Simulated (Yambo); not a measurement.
# AlN (P6_3mc) in Yambo: notebook

One crystal, AlN, is run at these levels: PBE; tasks: optical spectrum by the Bethe-Salpeter equation.

All numbers are computed with Yambo 5.3.0; they aren't measurements. Logs are shortened: lines on timing, memory, paths and dates and some standing lists are left out, and cuts for length are marked.

**The experiment to reproduce.**

“Self-assembly of well-separated AlN nanowires directly on sputtered metallic TiN films”, 2019, arxiv:1910.07391 quotes, for a bulk crystal of AlN at 10 K: band gap 6.034 eV (an exciton energy, a little under the gap).

From “Structural and optical properties of self-assembled AlN nanowires grown on SiO2/Si substrates by molecular beam epitaxy”, 2024, arxiv:2402.00216, for a bulk crystal of AlN at 0 K: band gap 6.0343 eV (an exciton energy, a little under the gap).

How close the calculation comes is told below.

## Step 1: Starting point

It takes space group P6_3mc (No. 186, hexagonal). Conventional cell: a = 3.113 Å, b = 3.113 Å, c = 4.981 Å, α = 90.00°, β = 90.00°, γ = 120.00°. Al (site symmetry 3m) has 4 N at 1.89 Å as nearest neighbours. N (site symmetry 3m) is surrounded by 4 Al at 1.89 Å.

## Step 2: Optical spectrum by the Bethe-Salpeter equation, PBE

Contents of bse6.in:

```
optics
bse
bss
rim_cut
em1s
RandQpts= 1000000
RandGvec= 50 RL
Chimod= "HARTREE"
% BndsRnXs
 1 | 23 |
%
NGsBlkXs= 5 Ry
% LongDrXs
 1 | 1 | 1 |
%
BSKmod= "SEX"
BSEmod= "coupling"
BSSmod= "d"
% BSEQptR
 1 | 1 |
%
% BSEBands
 7 | 10 |
%
BSENGexx= 10 Ry
BSENGBlk= 5 Ry
WehCpl
% BEnRange
 0 | 20 | eV
%
% BDmRange
 0.1 | 0.1 | eV
%
BEnSteps= 300
% BLongDir
 1 | 1 | 1 |
%
BSEprop= "abs"
WRbsWF
% KfnQP_E
 1.23 | 1.0 | 1.0 |
%
```

Contents of scf.in:

```
&CONTROL
  calculation = 'scf'
  prefix = 'pwscf'
  outdir = './tmp'
  pseudo_dir = './pseudo'
/
&SYSTEM
  ibrav = 0
  nat = 4
  ntyp = 2
  ecutwfc = 70
  nbnd = 14
  occupations = 'smearing'
  smearing = 'fd'
  degauss = 0.00367493
  force_symmorphic = .true.
/
&ELECTRONS
  conv_thr = 8d-10
  electron_maxstep = 120
  mixing_beta = 0.5
/
ATOMIC_SPECIES
Al    26.9815 13_Al_3_1.9_1.9_pbe_n_v1.0.upf
N     14.0070 07_N_5_1.2_1.4_pbe_n_v1.0.upf
CELL_PARAMETERS angstrom
   3.1130000000    0.0000000000    0.0000000000
  -1.5565000000    2.6959370820    0.0000000000
   0.0000000000    0.0000000000    4.9810000000
ATOMIC_POSITIONS angstrom
Al     1.5565000002    0.8986456939    2.4905000000
Al    -0.0000000002    1.7972913881    0.0000000000
N      1.5565000002    0.8986456939    4.3832800000
N     -0.0000000002    1.7972913881    1.8927800000
K_POINTS automatic
12 12 6 0 0 0
```

Contents of nscf.in:

```
&CONTROL
  calculation = 'nscf'
  prefix = 'pwscf'
  outdir = './tmp'
  pseudo_dir = './pseudo'
/
&SYSTEM
  ibrav = 0
  nat = 4
  ntyp = 2
  ecutwfc = 70
  nbnd = 58
  occupations = 'fixed'
  force_symmorphic = .true.
/
&ELECTRONS
  conv_thr = 1d-08
  diago_full_acc = .true.
  diago_thr_init = 1d-06
/
ATOMIC_SPECIES
Al    26.9815 13_Al_3_1.9_1.9_pbe_n_v1.0.upf
N     14.0070 07_N_5_1.2_1.4_pbe_n_v1.0.upf
CELL_PARAMETERS angstrom
   3.1130000000    0.0000000000    0.0000000000
  -1.5565000000    2.6959370820    0.0000000000
   0.0000000000    0.0000000000    4.9810000000
ATOMIC_POSITIONS angstrom
Al     1.5565000002    0.8986456939    2.4905000000
Al    -0.0000000002    1.7972913881    0.0000000000
N      1.5565000002    0.8986456939    4.3832800000
N     -0.0000000002    1.7972913881    1.8927800000
K_POINTS automatic
6 6 4 0 0 0
```

Potentials or basis: SPMS 1.0 PBE.

Run with:

```
> OMP_NUM_THREADS=1 pw.x -in scf.in > scf.out
> OMP_NUM_THREADS=1 pw.x -in nscf.in > nscf.out
> cd tmp/pwscf.save; p2y; mv SAVE ../..; cd ../..
> OMP_NUM_THREADS=1 yambo
> mkdir -p bse6; ln -s $PWD/bse1/ndb.em1s* bse6/
> mkdir -p bse6; ln -s $PWD/g0w00/ndb.RIM bse6/
> OMP_NUM_THREADS=1 yambo -F bse6.in -J bse6 -C bse6_out
> OMP_NUM_THREADS=1 ypp -J bse6 -C bse6_out -e s -b 1
```

Yambo's report:

```text
[... sections 02.01 to 02.04 as in the set-up run ...]

[... 5 lines left out ...]
  [X] Bosonic    Temperature                        :  0.000000  0.000000 [eV K]
  [X] Finite Temperature mode                       : no
  [X] El. density                                   :  0.38275E+24 [cm-3]
  [X] Fermi Level                                   :  7.109640 [eV]

  [X] === Gaps and Widths ===
  [X] Conduction Band Min                           :  4.232258 [eV]
  [X] Valence Band Max                              :  0.000000 [eV]
  [X] Filled Bands                                  :   8
  [X] Empty Bands                                   :    9   58
  [X] Direct Gap                                    :  4.232258 [eV]
  [X] Direct Gap localized at k                     :  1
  [X] Indirect Gap                                  :  4.232258 [eV]
  [X] Indirect Gap between kpts                     :  1  1
  [X] Last valence band width                       :  2.371759 [eV]
  [X] 1st conduction band width                     :  3.209703 [eV]

 [03] Transferred momenta grid and indexing
 ==========================================

 IBZ Q-points                                      :  24
 BZ  Q-points                                      :  144

 K/Q-points units:
 rlu = crystal or reduced units; cc = cartesian coordinates; iku = interal k-units

 Q [ 1]         [rlu]:  0.000000  0.000000  0.000000
 Q [ 2]         [rlu]:  0.000000  0.000000  0.250000
 Q [ 3]         [rlu]:  0.000000  0.000000 -0.500000
 Q [ 4]         [rlu]: -0.20411E-19  0.16667       0.0000
 Q [ 5]         [rlu]: -0.20411E-19  0.16667      0.25000
 Q [ 6]         [rlu]: -0.20411E-19  0.16667     -0.50000
 Q [ 7]         [rlu]: -0.40821E-19  0.33333       0.0000
 Q [ 8]         [rlu]: -0.40821E-19  0.33333      0.25000
 Q [ 9]         [rlu]: -0.40821E-19  0.33333     -0.50000
 Q [10]         [rlu]:  0.61232E-19 -0.50000       0.0000
 Q [11]         [rlu]:  0.61232E-19 -0.50000      0.25000
 Q [12]         [rlu]:  0.61232E-19 -0.50000     -0.50000
 Q [13]         [rlu]:  0.166667  0.166667  0.000000
 Q [14]         [rlu]:  0.166667  0.166667  0.250000
 Q [15]         [rlu]:  0.166667  0.166667 -0.500000
 Q [16]         [rlu]:  0.166667  0.333333  0.000000
 Q [17]         [rlu]:  0.166667  0.333333  0.250000
 Q [18]         [rlu]:  0.166667  0.333333 -0.500000
 Q [19]         [rlu]:  0.333333  0.333333  0.000000
 Q [20]         [rlu]:  0.333333  0.333333  0.250000
 Q [21]         [rlu]:  0.333333  0.333333 -0.500000
 Q [22]         [rlu]:  0.20411E-19 -0.16667      0.25000
 Q [23]         [rlu]:  0.40821E-19 -0.33333      0.25000
 Q [24]         [rlu]: -0.166667 -0.333333  0.250000

 [04] Coloumb potential Random Integration (RIM)
 ===============================================

 Summary of Coulomb integrals for non-metallic bands |Q|[au] RIM/Bare

 Q [1] 0.100000E-4 0.987311 * Q [2] 0.166880 0.999150
 Q [4] 0.205551 1.083344 * Q [22] 0.264765 1.045696
 Q [5] 0.264765 1.046224 * Q [3] 0.333760 1.007631
 Q [13] 0.356025 1.029661 * Q [6] 0.391978 1.013397
 Q [14] 0.393196 1.022591 * Q [7] 0.411102 1.022260
 Q [23] 0.443682 1.017481 * Q [8] 0.443682 1.017967
 Q [15] 0.488006 1.012083 * Q [9] 0.529529 1.010885
 Q [16] 0.543837 1.013258 * Q [24] 0.568866 1.011065
 Q [17] 0.568866 1.011619 * Q [10] 0.616654 1.010009
 Q [18] 0.638087 1.008488 * Q [11] 0.638835 1.009038
 Q [12] 0.701183 1.006935 * Q [19] 0.712050 1.008167
 Q [20] 0.731344 1.007550 * Q [21] 0.786391 1.006247

 [WARNING] [Xs] User bands 1-23 break level degeneracy

 [WARNING] [BS] User bands 7-10 break level degeneracy

 [05] External/Internal QP corrections
 =====================================

 [QP_apply] Action to be applied: USER defined scissor

  [05.01]  QP corrections report
  ==============================

  [K+QP] === General ===
  [K+QP] Electronic Temperature                     :  0.000000  0.000000 [eV K]
  [K+QP] Bosonic    Temperature                     :  0.000000  0.000000 [eV K]
  [K+QP] Finite Temperature mode                    : no
  [K+QP] El. density                                :  0.38275E+24 [cm-3]
  [K+QP] Fermi Level                                :  0.000000 [eV]

  [K+QP] === Gaps and Widths ===
  [K+QP] Conduction Band Min                        :  5.462258 [eV]
[... 91 lines left out ...]

  [WARNING] [x,Vnl] slows the Dipoles computation. To neglect it rename the ns.kb_pp file
  [WF-Oscillators/G space/Transverse up loader] Normalization (few states)  min/max  :  0.26021E-16   1.0000

  [WR./bse6//ndb.dipoles]---------------------------------------------------------
   Brillouin Zone Q/K grids (IBZ/BZ)                :   24  144   24  144
   RL vectors                                       :   3561 [WF]
   Fragmentation                                    : yes
   Electronic Temperature                           :  0.000000 [K]
   Bosonic    Temperature                           :  0.000000 [K]
   DIP band range                                   :   1  23
   DIP band range limits                            :   8   9
   DIP e/h energy range                             : -1.000000 -1.000000 [eV]
   RL vectors in the sum                            :   3561
   [r,Vnl] included                                 : yes
   Bands ordered                                    : yes
   Direct v evaluation                              : no
   Approach used                                    : G-space v
   Dipoles computed                                 : R V P [G-space]
   Wavefunctions                                    : Perdew, Burke & Ernzerhof(X)+Perdew, Burke & Ernzerhof(C)

  [WARNING] [r,Vnl^pseudo] included in position and velocity dipoles.

  [WARNING] In case H contains other non local terms, these are neglected

 [07] Static Dielectric Matrix
 =============================

 [08] Bethe Salpeter Equation driver
 ===================================

  [08.01] Bethe Salpeter Equation @q1
  ===================================

   [08.01.01] Transition pre-analysis @q1
   ======================================

   [08.01.02] Transition Groups build-up @q1
   =========================================

   [BSK] Transition groups (total):  24
   [BSK] Size (resonant):   576
   [BSK]         (total):  1152
   [BSK] N. of matrices :  1

   [08.01.03] Loading Dipoles @q1
   ==============================

   [08.01.04] Independent Particles properties @q1
   ===============================================

   [08.01.05] BSE Kernel @q1 (Resonant CORRRELATION EXCHANGE) (Coupling CORRRELATION EXCHANGE)
   ===========================================================================================

   [BSE] Exchange components :  147
   [BSE] Correlation components :    55   391

    [08.01.05.01] Screened interaction header I/O
    =============================================

    [08.01.05.02] Main kernel loop
    ==============================

    [WR./bse6//ndb.BS_Q1_CPU_0]-----------------------------------------------------
     Brillouin Zone Q/K grids (IBZ/BZ)                :   24  144   24  144
     RL vectors                                       :   3561 [WF]
     Coulomb cutoff potential                         : none
     Parallel CPUs
     Parallel Roles
     Fragmentation                                    : no
     BS kernel          wavefunctions                 : Perdew, Burke & Ernzerhof(X)+Perdew, Burke & Ernzerhof(C)
     Static diel. fun.  energies                      : Perdew, Burke & Ernzerhof(X)+Perdew, Burke & Ernzerhof(C)
     wavefunctions                                    : Perdew, Burke & Ernzerhof(X)+Perdew, Burke & Ernzerhof(C)
     [K] Identifier                                   :  1051
     [K] Dimension                                    :   576
     [K] Bands                                        :   7  10
     [K] Exchange                                     : yes [res]
     [K] Correlation                                  : yes [res]
     [K] Kernel`s coupling                            : yes
     [K] Exchange                                     : yes [cpl]
     [K] Correlation                                  : yes [cpl]
     [K] W interaction is bare                        : no
     [K] ALDA kernel in R-space                       : no
     [K] RL vectors                                   :  147 [exchange]
     [K] RL vectors                                   :   55 [correlation]
     [K] E/h energy range                             : -1.000000 -1.000000 [eV]
     [K] Coupling range                               :  100.0000  100.0000 [o/o]
     [W] Interaction is diagonal                      : no
     [W] Matrix size                                  :   55
     [W] Bands                                        :   1  23
     [W] e/h energy range                             : -1.000000 -1.000000 [eV]
     [W] Poles                                        :  100.0000 [o/o]
     [W] RL vectors in the sum                        :   3561
     [W] [r,Vnl] included                             : yes
     [W] Field direction                              :  0.577350E-5  0.577350E-5  0.577350E-5
     [W] Coulomb Cutoff                               : none
     [W] Hxc Kernel                                   : HARTREE
     [RIM] RL components                              :   55 [col]
     [RIM] Random points                              :  1000000 [col]
     [SOC] Perturbative SOC                           : no
     [K] Kernel long-range exchange                   : BAR

    [08.01.05.03] Wave-Function Phases
    ==================================

    [BSE] WF phases found       :  79.34028 [o/o]

   [08.01.06] BSE solver(s) @q1
   ============================

   [08.01.07] Diago Solver @q1
   ===========================

   [WR./bse6//ndb.BS_diago_Q1]-----------------------------------------------------
    BS kernel          energies                      : Perdew, Burke & Ernzerhof(X)+Perdew, Burke & Ernzerhof(C)+ user defined corrections @E
    [K] Identifier                                   :  1051
    [K] Dimension                                    :   576
    [K] Bands                                        :   7  10
    [K] Exchange                                     : yes [res]
    [K] Correlation                                  : yes [res]
    [K] Kernel`s coupling                            : yes
    [K] Exchange                                     : yes [cpl]
    [K] Correlation                                  : yes [cpl]
    [K] W interaction is bare                        : no
    [K] ALDA kernel in R-space                       : no
    [K] RL vectors                                   :  147 [exchange]
    [K] RL vectors                                   :   55 [correlation]
    [K] E/h energy range                             : -1.000000 -1.000000 [eV]
    [K] Coupling range                               :  100.0000  100.0000 [o/o]
    [W] Interaction is diagonal                      : no
    [W] Matrix size                                  :   55
    [W] Bands                                        :   1  23
    [W] e/h energy range                             : -1.000000 -1.000000 [eV]
    [W] Poles                                        :  100.0000 [o/o]
    [W] RL vectors in the sum                        :   3561
    [W] [r,Vnl] included                             : yes
    [W] Field direction                              :  0.577350E-5  0.577350E-5  0.577350E-5
    [W] Coulomb Cutoff                               : none
    [W] Hxc Kernel                                   : HARTREE
    [RIM] RL components                              :   55 [col]
    [RIM] Random points                              :  1000000 [col]
    [SOC] Perturbative SOC                           : no
    [K] Kernel long-range exchange                   : BAR
    [BSS] Eigenstates included                       : yes
    [BSS] Field direction                            :  0.577350E-5  0.577350E-5  0.577350E-5
    [BSS] Eigenstates computed                       :  1152
    [BSS] Number of BSE matrices                     :  1
```

What came out:

* Band gap on the k mesh, mean-field level: 4.23 eV, direct
* Exciton binding energy: 0.46 eV
* Lowest exciton energy: 5.00 eV
* Lowest bright exciton energy: 5.00 eV

Dielectric function (along the field direction of the input):
```csv
energy (eV),real part,imaginary part
0.27,2.14,0.00
0.74,2.15,0.00
1.27,2.18,0.01
1.74,2.22,0.01
2.27,2.28,0.01
2.74,2.35,0.02
3.28,2.47,0.03
3.75,2.62,0.04
4.28,2.90,0.07
4.82,3.50,0.28
5.28,3.37,0.28
5.82,5.06,0.57
6.29,3.82,6.10
6.82,4.84,5.26
7.29,-1.13,2.99
7.83,2.08,7.07
8.36,-1.85,2.59
8.83,-1.58,0.87
9.36,-1.03,0.26
9.83,-0.54,0.13
10.37,-0.15,0.06
10.84,0.04,0.04
11.37,0.21,0.03
11.84,0.31,0.02
12.37,0.40,0.02
12.91,0.48,0.01
13.38,0.53,0.01
13.91,0.58,0.01
14.38,0.62,0.01
14.92,0.65,0.01
15.38,0.68,0.01
15.92,0.71,0.00
16.45,0.73,0.00
16.92,0.75,0.00
17.46,0.77,0.00
17.93,0.78,0.00
18.46,0.80,0.00
18.93,0.81,0.00
19.46,0.82,0.00
20.00,0.83,0.00
```

Lowest exciton energies (eV): 5.00, 5.18, 6.20, 6.21, 6.25, 6.25, 6.30, 6.41

Excitons:
| energy (eV) | strength (relative to the strongest) |
| --- | --- |
| 5.003 | 0.13 |
| 5.181 | 0.0069 |
| 6.198 | 0.51 |
| 6.211 | 0.012 |
| 6.249 | 3.7e-05 |
| 6.249 | 2.3e-05 |
| 6.299 | 0.52 |
| 6.412 | 0.00073 |
| 6.412 | 4.2e-06 |
| 6.503 | 8.2e-05 |
| 6.504 | 0.31 |
| 6.506 | 0.0011 |

Caveat: the scissor is the correction of the direct gap in an earlier G0W0 run on the same states; exciton energies and binding change strongly with the k mesh and aren't converged on this one; spectra need much finer meshes, so this one isn't converged.

(Part 1 of 2 ends here.)
